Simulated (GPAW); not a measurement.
# CdS (Hawleyite) (F-43m) in GPAW: further runs

Runs on CdS (Hawleyite). Level: r2SCAN. Tasks: band structure.

Everything below comes from runs of GPAW 26.7.0. Logs are shortened: lines on timing, memory, paths and dates and some standing lists are left out, and cuts for length are marked. The log counts tension as positive stress, the text compression.

## 1. The crystal as given

The structure is cubic, space group F-43m (No. 216). Conventional cell: a = 5.833 Å, b = 5.833 Å, c = 5.833 Å, α = 90.00°, β = 90.00°, γ = 90.00°. Cd (site symmetry -43m) is surrounded by 4 S at 2.53 Å. S (site symmetry -43m) has 4 Cd at 2.53 Å as nearest neighbours.

## 2. Band structure, r2SCAN

run.py reads:

```python
from ase.dft.bandgap import bandgap
from ase.io import read, write
from ase.units import GPa
from gpaw import GPAW, PW

atoms = read('CdS.xyz')

calc = GPAW(mode=PW(600),
            xc='MGGA_X_R2SCAN+MGGA_C_R2SCAN',
            kpts={'size': (8, 8, 8), 'gamma': True},
            occupations={'name': 'fermi-dirac', 'width': 0.05},
            nbands=18,
            convergence={'density': 1e-05, 'energy': 1e-05},
            maxiter=150,
            txt='gpaw.txt')
atoms.calc = calc
energy = atoms.get_potential_energy()
forces = atoms.get_forces()
stress = atoms.get_stress()
calc.write('gs.gpw')
write('result.traj', atoms)
print(f'Energy: {energy:.6f} eV')
print('Forces (eV/A):')
print(forces.round(4))
print('Stress (GPa):', (stress / GPa).round(3))
print('Fermi level:', round(calc.get_fermi_level(), 4), 'eV')
print(f'Gap: {bandgap(calc)[0]:.4f} eV, direct: {bandgap(calc, direct=True)[0]:.4f} eV')

path = atoms.cell.bandpath('GXWKGLUWLK,UX', npoints=60, eps=1e-4)
bs_calc = calc.fixed_density(kpts=path, symmetry='off', nbands=29,
                             convergence={'bands': 'CBM+6.0', 'eigenstates': 1e-6}, txt='bands.txt')
bs = bs_calc.band_structure()
bs.write('bs.json')
print(f'Gap on the path: {bandgap(bs_calc)[0]:.4f} eV')
```

CdS.xyz reads:

```xyz
2
Lattice="0.0000000000 2.9165000000 2.9165000000 2.9165000000 0.0000000000 2.9165000000 2.9165000000 2.9165000000 0.0000000000" Properties=species:S:1:pos:R:3 pbc="T T T"
Cd     0.0000000000      0.0000000000      0.0000000000
S      4.3747500000      4.3747500000      4.3747500000
```

Potentials or basis: GPAW PAW data sets (gpaw-data 1.2.1), pw.

On the command line:

```sh
$ OMP_NUM_THREADS=1 python run.py
```

gpaw.txt:

```text
__  _  _
 | _ |_)|_||  |
 |__||  | ||/\| - 26.7.0

Input parameters:
  mode=PW(ecut=600.0),
  convergence={'density': 1e-05, 'energy': 1e-05},
  kpts=MonkhorstPack(size=(8, 8, 8), gamma=True),
  maxiter=150,
  nbands=18,
  occupations=Occupations(name='fermi-dirac', width=0.05),
  xc=XC(name='MGGA_X_R2SCAN+MGGA_C_R2SCAN')

Diagonalizing LCAO Hamiltonian
Converting LCAO to pw mode

                     S

       Cd

Atoms  # Å, Bohr magnetons
|   | symbol |        x |        y |        z |    initial magnetic moments |
|---|--------|----------|----------|----------|-----------------------------|
| 0 |     Cd | 0.000000 | 0.000000 | 0.000000 | ( 0.0000,  0.0000,  0.0000) |
| 1 |      S | 4.374750 | 4.374750 | 4.374750 | ( 0.0000,  0.0000,  0.0000) |

Unit cell  # Å
| periodic |        x |        y |        z |  lengths |    angles |
|----------|----------|----------|----------|----------|-----------|
|      yes | 0.000000 | 2.916500 | 2.916500 | 4.124554 | 60.000000 |
|      yes | 2.916500 | 0.000000 | 2.916500 | 4.124554 | 60.000000 |
|      yes | 2.916500 | 2.916500 | 0.000000 | 4.124554 | 60.000000 |

Number of symmetries: 24
Symmetry operations  # r_c * U_cc + t_c -> r_c
|    | kind |            matrix            |
|----|------|------------------------------|
|  0 |  E   |  1, 0, 0,  0, 1, 0,  0, 0, 1 |
|  1 |  σ   |  1, 0, 0,  0, 0, 1,  0, 1, 0 |
|  2 |  σ   |  1, 0,-1,  0, 1,-1,  0, 0,-1 |
|  3 |  C3  |  1, 0,-1,  0, 0,-1,  0, 1,-1 |
|  4 |  C3  |  1,-1, 0,  0,-1, 1,  0,-1, 0 |
|  5 |  σ   |  1,-1, 0,  0,-1, 0,  0,-1, 1 |
|  6 |  σ   |  0, 1, 0,  1, 0, 0,  0, 0, 1 |
|  7 |  C3  |  0, 1, 0,  0, 0, 1,  1, 0, 0 |
|  8 |  C2  |  0, 1,-1,  1, 0,-1,  0, 0,-1 |
|  9 |  S4  |  0, 1,-1,  0, 0,-1,  1, 0,-1 |
| 10 |  C3  |  0, 0, 1,  1, 0, 0,  0, 1, 0 |
| 11 |  σ   |  0, 0, 1,  0, 1, 0,  1, 0, 0 |
| 12 |  S4  |  0, 0,-1,  1, 0,-1,  0, 1,-1 |
| 13 |  C3  |  0, 0,-1,  0, 1,-1,  1, 0,-1 |
| 14 |  S4  |  0,-1, 1,  1,-1, 0,  0,-1, 0 |
| 15 |  C2  |  0,-1, 1,  0,-1, 0,  1,-1, 0 |
| 16 |  C3  |  0,-1, 0,  1,-1, 0,  0,-1, 1 |
| 17 |  S4  |  0,-1, 0,  0,-1, 1,  1,-1, 0 |
| 18 |  S4  | -1, 1, 0, -1, 0, 1, -1, 0, 0 |
| 19 |  C3  | -1, 1, 0, -1, 0, 0, -1, 0, 1 |
| 20 |  C3  | -1, 0, 1, -1, 1, 0, -1, 0, 0 |
| 21 |  S4  | -1, 0, 1, -1, 0, 0, -1, 1, 0 |
| 22 |  σ   | -1, 0, 0, -1, 1, 0, -1, 0, 1 |
| 23 |  C2  | -1, 0, 0, -1, 0, 1, -1, 1, 0 |

BZ-sampling:
  Number of BZ points: 512
  Number of IBZ points: 29

  Monkhorst-Pack size: [8, 8, 8]
  Monkhorst-Pack shift: [0.0625, 0.0625, 0.0625]

K-points  # in reciprocal-cell coordinates
|     |                                coordinates |     weight |
|-----|--------------------------------------------|------------|
|   0 | (  0.00000000,   0.00000000,   0.00000000) | 0.00195312 |
|   1 | (  0.12500000,   0.12500000,   0.00000000) | 0.01171875 |
|   2 | (  0.12500000,   0.12500000,   0.12500000) | 0.01562500 |
|   3 | (  0.25000000,   0.12500000,   0.12500000) | 0.02343750 |
|   4 | (  0.25000000,   0.25000000,   0.00000000) | 0.01171875 |
|   5 | (  0.25000000,   0.25000000,   0.12500000) | 0.04687500 |
|   6 | (  0.25000000,   0.25000000,   0.25000000) | 0.01562500 |
|   7 | (  0.37500000,   0.25000000,  -0.37500000) | 0.04687500 |
|   8 | (  0.37500000,   0.25000000,   0.12500000) | 0.04687500 |
|   9 | (  0.37500000,   0.25000000,   0.25000000) | 0.04687500 |
| ... |                                            |            |
|  28 | (  0.50000000,   0.50000000,   0.50000000) | 0.00781250 |

Plane wave coefficients: 1676
Cutoff: 600.0 eV

Spin-components: 1 (collinear spins)
Bands:           18
Projectors:      11
Spin-degeneracy: 2
Datatype:        complex128

Parallelization:
  kpt:    1
  domain: 1
  band:   1

Density:
  Valence electrons: 18.0
  Components: 1
  Grid points: [24 24 24]
  Charge: 0.0  # |e|

Potential:
  Grid points: [24 24 24]

species:
  Cd:
    name:    Cadmium
    Z:       48.0
    valence: 12
    core:    36
    charge:  0.0  # [|e|]
    compensation charges:
      type: gauss
      rc: 0.38  # [Å]
      lmax: 2
    cutoffs:
      filter: 2.12  # [Å]
      core: 2.62  # [Å]
    projectors
    | kind |    occ | energy [eV] | rcut [Å] |
    |------|--------|-------------|----------|
    |   5s |  2.000 |      -5.655 |    1.191 |
    |   5p |  0.000 |      -1.186 |    1.228 |
    |   4d | 10.000 |     -11.739 |    1.164 |
    |    s |        |      21.556 |    1.191 |
    |    p |        |      26.026 |    1.228 |
    |    d |        |      15.473 |    1.164 |

    Using partial waves for Cd as LCAO basis

  S:
    name:    Sulfur
    Z:       16.0
    valence: 6
    core:    10
    charge:  0.0  # [|e|]
    compensation charges:
      type: gauss
      rc: 0.24  # [Å]
      lmax: 2
    cutoffs:
      filter: 1.77  # [Å]
      core: 1.66  # [Å]
    projectors
    | kind |    occ | energy [eV] | rcut [Å] |
    |------|--------|-------------|----------|
    |   3s |  2.000 |     -17.254 |    0.974 |
    |   3p |  4.000 |      -7.008 |    0.979 |
    |    s |        |       9.957 |    0.974 |
    |    p |        |      20.203 |    0.979 |
    |    d |        |       0.000 |    0.900 |

    Using partial waves for S as LCAO basis

Reference energy: -163030.738234  # eV

eigensolver:
  PPCG
  Converge bands: occupied
  niter=2

density mixing:
  MSR1-Mixer
  Pratt-step length: 0.05
  Maximum mixing coefficient: 0.75
  Old densities: 10
  SVD Regularization: 0.005
  Good broyden scale: 1.0
  Trust region scale: 1.0
  Backstep threshold: 4.0
  History deletion threshold: 6.0
  Fourier metric: weight=20.0, sigma=0.015

occupation numbers:
  Fermi-Dirac:
    width: 0.0500  # eV

poisson solver:
  ecut: 4800.0  # eV

xc functional:
  name: MGGA_X_R2SCAN+MGGA_C_R2SCAN with 2 nearest neighbor stencil

convergence criteria:
- Maximum integral of absolute [dens]ity change: 1e-05 electrons / valence electron
- Maximum [total energy] change in last 3 cyles: 1e-05 eV / valence electron
- Maximum integral of absolute [eigenst]ate change: 4e-08 eV^2 / valence electron
maximum number of iterations: 150

SCF iterations
|iter     | |      energy | eigst |  dens |
|---------|-|-------------|-------|-------|
|iter:   1| |  -27.114235 | -0.34 |       |
|iter:   2| |  -24.577609 | -1.25 | -1.17 |
|iter:   3| |-486954126.518978 | +8.10 | -1.14 |
|iter:   4| |  -15.255448 | +2.43 | +3.22 |
|iter:   5| |  -24.452742 | +0.91 | -0.48 |
|iter:   6| |  -24.372964 | -1.02 | -1.55 |
|iter:   7| |  -24.344199 | -2.43 | -1.55 |
|iter:   8| |  -24.335054 | -3.59 | -1.89 |
|iter:   9| |  -24.332406 | -3.82 | -2.23 |
|iter:  10| |  -24.332412 | -5.13 | -2.99 |
|iter:  11| |  -24.332433c| -6.00 | -3.37 |
|iter:  12| |  -24.332434c| -7.26 | -4.25 |
|iter:  13| |  -24.332433c| -7.91c| -4.23 |
|iter:  14| |  -24.332433c| -8.54c| -5.60c|

Converged in 14 steps
Energy contributions relative to reference atoms: (reference = -163030.738234)

Energy contributions:
  Kinetic:          25.535692
  Coulomb:         -22.742656
  Zero:             -0.033233
  External:          0.000000
  Xc:              -27.092237
  Entropy:          -0.000000
  Spinorbit:         0.000000
  ----------------------------
  Free energy:     -24.332433
  Extrapolated:    -24.332433

dipole moment: (-16.380471, -16.380471, -16.380471)  # |e|*Ang

Fermi level: 4.158
Eigenvalues  # (at kpt = [0.000, 0.000, 0.000])
| band index |      eig [eV] | occ [0-2] |
|------------|---------------|-----------|
|          0 |        -9.556 |     2.000 |
|          1 |        -4.606 |     2.000 |
|          2 |        -4.606 |     2.000 |
|          3 |        -4.606 |     2.000 |
|          4 |        -4.078 |     2.000 |
|          5 |        -4.078 |     2.000 |
[... 10 lines left out ...]
|         16 |        17.181 |     0.000 |
|         17 |        17.181 |     0.000 |

Gap: 1.560 eV
Transition (v -> c):
  (s=0, k=0, n=8, [0.00, 0.00, 0.00]) -> (s=0, k=0, n=9, [0.00, 0.00, 0.00])
No difference between direct/indirect transitions

Forces  # eV/Ang
|        x |        y |        z |
|----------|----------|----------|
| -0.00000 | -0.00000 | -0.00000 |  # Cd   0
|  0.00000 |  0.00000 | -0.00000 |  # S    1

Stress tensor  # eV/Ang^3
|         x |         y |         z |
|-----------|-----------|-----------|
| -0.008433 | -0.000000 |  0.000000 |
| -0.000000 | -0.008433 |  0.000000 |
|  0.000000 |  0.000000 | -0.008433 |

# Writing to gs.gpw (mode='')
```

Run time: 2.7 min. Hardware: 1 thread of Arm Neoverse V1, shared host; peak memory 0.36 GiB.

Results:

- Free energy: -24.3324 eV
- Pressure: 1.4 GPa
- Band gap on the k mesh: 1.56 eV, direct
- Band gap along the path: 1.56 eV, direct

Levels at the corners of the path, in eV from the valence-band top:
```tsv
point	band 7	band 8	band 9	band 10	band 11	band 12
Γ	0.00	0.00	0.00	1.56	7.02	7.02
X	-3.99	-1.94	-1.94	3.83	4.75	9.74
W	-3.93	-2.33	-2.26	5.71	5.93	7.75
K	-3.97	-2.61	-1.58	4.58	5.86	8.93
Γ	0.00	0.00	0.00	1.56	7.02	7.02
L	-4.48	-0.78	-0.78	3.45	7.44	7.44
U	-3.97	-2.61	-1.58	4.58	5.86	8.93
W	-3.93	-2.33	-2.26	5.71	5.93	7.75
L	-4.48	-0.78	-0.78	3.45	7.44	7.44
K	-3.97	-2.61	-1.58	4.58	5.86	8.93
U	-3.97	-2.61	-1.58	4.58	5.86	8.93
X	-3.99	-1.94	-1.94	3.83	4.75	9.74
```

Caveat: the PAW data sets were made with another functional, which shifts forces and pressure a little.

## 3. Band structure, r2SCAN, spin-orbit coupling, no magnetisation

Edit run.py of step 2 so:

```diff
@@ -1,7 +1,16 @@
+import numpy as np
+from ase import Atoms
 from ase.dft.bandgap import bandgap
-from ase.io import read, write
+from ase.io import write
 from ase.units import GPa
 from gpaw import GPAW, PW
+from gpaw.spinorbit import soc_eigenstates
 
-atoms = read('CdS.xyz')
+atoms = Atoms(['Cd', 'S'],
+              cell=[[0.0, 2.9165, 2.9165],
+                    [2.9165, 0.0, 2.9165],
+                    [2.9165, 2.9165, 0.0]],
+              scaled_positions=[[0.0, 0.0, 0.0],
+                                [0.75, 0.75, 0.75]],
+              pbc=True)
 
@@ -9,3 +18,3 @@
             xc='MGGA_X_R2SCAN+MGGA_C_R2SCAN',
-            kpts={'size': (8, 8, 8), 'gamma': True},
+            kpts={'size': (6, 6, 6), 'gamma': True},
             occupations={'name': 'fermi-dirac', 'width': 0.05},
@@ -28,3 +37,3 @@
 
-path = atoms.cell.bandpath('GXWKGLUWLK,UX', npoints=60, eps=1e-4)
+path = atoms.cell.bandpath('GXWKGLUWLK,UX', npoints=100, eps=1e-4)
 bs_calc = calc.fixed_density(kpts=path, symmetry='off', nbands=29,
@@ -34 +43,7 @@
 print(f'Gap on the path: {bandgap(bs_calc)[0]:.4f} eV')
+
+soc = soc_eigenstates(bs_calc, theta=90, phi=0, ignore_xc_potential=True)
+np.savetxt('soc_bands.dat', soc.eigenvalues(), fmt='%.4f')
+mesh = soc_eigenstates('gs.gpw', theta=90, phi=0, ignore_xc_potential=True)
+np.savetxt('soc_mesh.dat', mesh.eigenvalues(), fmt='%.4f')
+print('Fermi level with spin-orbit coupling:', round(mesh.fermi_level, 4), 'eV')
```

Potentials or basis: GPAW PAW data sets (gpaw-data 1.2.1), pw.

On the command line:

```sh
$ OMP_NUM_THREADS=1 python run.py
```

Run time: 3 min. Hardware: 1 thread of Arm Neoverse V1, shared host; peak memory 0.42 GiB.

Results (log left out):

```yaml
Free_energy: -24.3308 eV
Pressure: 1.4 GPa
Band_gap_on_the_k_mesh: 1.54 eV, direct
Band_gap_along_the_path: 1.55 eV, direct
```

Levels at the corners of the path, in eV from the valence-band top:
```
point  band 14  band 15  band 16  band 17  band 18  band 19  band 20  band 21  band 22  band 23
    Γ    -0.04     0.00     0.00     0.00     0.00     1.55     1.55     6.71     6.71     7.15
    X    -4.00    -1.97    -1.97    -1.95    -1.95     3.82     3.82     4.74     4.74     9.72
    W    -3.93    -2.39    -2.31    -2.29    -2.25     5.68     5.71     5.90     5.93     7.63
    K    -3.96    -2.65    -2.60    -1.60    -1.58     4.56     4.57     5.84     5.85     8.89
    Γ    -0.04     0.00     0.00     0.00     0.00     1.55     1.55     6.71     6.71     7.15
    L    -4.50    -0.81    -0.81    -0.77    -0.77     3.44     3.44     7.33     7.33     7.51
    U    -3.96    -2.65    -2.60    -1.60    -1.58     4.56     4.57     5.84     5.85     8.89
    W    -3.93    -2.39    -2.31    -2.29    -2.25     5.68     5.71     5.90     5.93     7.63
    L    -4.50    -0.81    -0.81    -0.77    -0.77     3.44     3.44     7.33     7.33     7.51
    K    -3.96    -2.65    -2.60    -1.60    -1.58     4.56     4.57     5.84     5.85     8.89
    U    -3.96    -2.65    -2.60    -1.60    -1.58     4.56     4.57     5.84     5.85     8.89
    X    -4.00    -1.97    -1.97    -1.95    -1.95     3.82     3.82     4.74     4.74     9.72
```

Caveat: spin-orbit coupling was added after a scalar SCF, so levels and gaps hold it while energy, forces, pressure and moments don't; this program's spin-orbit splittings come out too wide for heavy elements; the PAW data sets were made with another functional, which shifts forces and pressure a little. r2SCAN opens gaps a little over a GGA but as a rule still falls short of measured ones.
